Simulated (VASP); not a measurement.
Crystal: BaTiO3.

```
CELL_PARAMETERS angstrom
3.99980 0.00000 0.00000
0.00000 3.99980 0.00000
0.00000 0.00000 4.01800
ATOMIC_POSITIONS crystal
Ba 0.00000 0.00000 0.00000
Ti 0.50000 0.50000 0.49000
O 0.00000 0.50000 0.51700
O 0.50000 0.00000 0.51700
O 0.50000 0.50000 0.01900
```

* Program: VASP 6.6.1
* Task: relaxation of cell and atoms
* Functional: PBE
* Dispersion: D3(BJ)
* Potentials or basis: VASP PAW PBE potentials, release 64 (Ba_sv, Ti_sv, O)
* Cutoff: 600 eV
* k mesh: 6 × 6 × 6
* Occupations: gaussian, width 0.02 eV
* Spin: no spin polarisation

At the start: pressure 0.7 GPa; volume 12.86 Å³/atom.

Problem. How do energy, volume and symmetry change on relaxing?

Solution. Over 14 steps the energy falls by 3.1 meV/atom and the volume is 13.06 Å³/atom (+1.6 %); space group P4mm (No. 99, to 0.05 Å).

The path:
```
step  energy change (eV)  largest force (eV/Å)  pressure (GPa)  volume (Å³)
   1              0.0000                0.2792            0.68        64.28
   2             -0.0063                0.1923           -0.35        64.79
   3             -0.0076                0.1790           -1.06        65.18
   4             -0.0110                0.0983           -0.16        64.98
   5             -0.0112                0.1002            0.14        64.92
   6             -0.0127                0.0783            0.19        64.94
   7             -0.0139                0.0749            0.26        64.96
   8             -0.0138                0.1179            0.42        65.01
   9             -0.0143                0.0836            0.32        64.99
  10             -0.0152                0.0663           -0.14        65.25
  11             -0.0152                0.0636           -0.31        65.35
  12             -0.0155                0.0684            0.10        65.27
  13             -0.0156                0.0544            0.02        65.29
  14             -0.0157                0.0040            0.01        65.28
```

Final structure:
```
CELL_PARAMETERS angstrom
3.98478 0.00000 0.00000
0.00000 3.98478 0.00000
0.00000 0.00000 4.11141
ATOMIC_POSITIONS crystal
Ba 0.00000 0.00000 0.99696
Ti 0.50000 0.50000 0.47881
O 0.00000 0.50000 0.51755
O 0.50000 0.00000 0.51755
O 0.50000 0.50000 0.03213
```
